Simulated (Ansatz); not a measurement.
# GaP: the cost of one run

Method: DFT PBEsol, scalar-relativistic, plane waves, PAW, in Ansatz 0.2.0.

3 further runs of the same task are left out: 3 set aside as unsound or not needed.

## Step 1: The system as given

It takes space group F-43m (No. 216, cubic). The conventional cell has a = 5.438 Å, b = 5.438 Å, c = 5.438 Å, α = 90.00°, β = 90.00°, γ = 90.00°. Around Ga (site symmetry -43m) lie 4 P at 2.35 Å. Around P (site symmetry -43m) lie 4 Ga at 2.35 Å.

Coordinates:

```cif
data_structure
_symmetry_space_group_name_H-M 'F-43m'
_symmetry_Int_Tables_number 216
_cell_length_a 5.4385
_cell_length_b 5.4385
_cell_length_c 5.4385
_cell_angle_alpha 90.000
_cell_angle_beta 90.000
_cell_angle_gamma 90.000
_cell_volume 160.85
loop_
_atom_site_label
_atom_site_type_symbol
_atom_site_symmetry_multiplicity
_atom_site_Wyckoff_symbol
_atom_site_fract_x
_atom_site_fract_y
_atom_site_fract_z
_atom_site_occupancy
Ga1 Ga 4 a 0.00000 0.00000 0.00000 1
P1 P 4 c 0.25000 0.25000 0.25000 1
```

It is the result of an earlier relaxation at this level (volume 20.11 Å³/atom; gap on the mesh: 1.50 eV).

## Step 2: Zone-centre modes

input.yaml

```yaml
crystal:
  lattice:
    - [0.0, 2.7301051191, 2.7301051191]
    - [2.7301051191, 0.0, 2.7301051191]
    - [2.7301051191, 2.7301051191, 0.0]
  atoms:
    - { symbol: Ga, position: [0.0, 0.0, 0.0] }
    - { symbol: P, position: [0.75, 0.75, 0.75] }
basis:
  ecutwfc: 420
kpoints:
  mp_grid: { grid: [8, 8, 8] }
hamiltonian:
  xc: pbesol
scf:
  occupations: { method: fixed }
output:
  eigenvalues: true
phonons:
  method: dfpt
  dielectric: true
  rigid_motions: translations
  eigenvectors: true
```

The run is started by

```sh
$ ansatz run input.yaml --threads 1 --pin off --max-ram 3072MiB --backend cpu --events-out ev --progress --plain --runs-dir out
```

What time and memory should one allow on 1 thread of Intel Xeon at 2.50GHz (Skylake/Cascade Lake), shared host?

About 91 s, with a peak of 0.57 GiB.
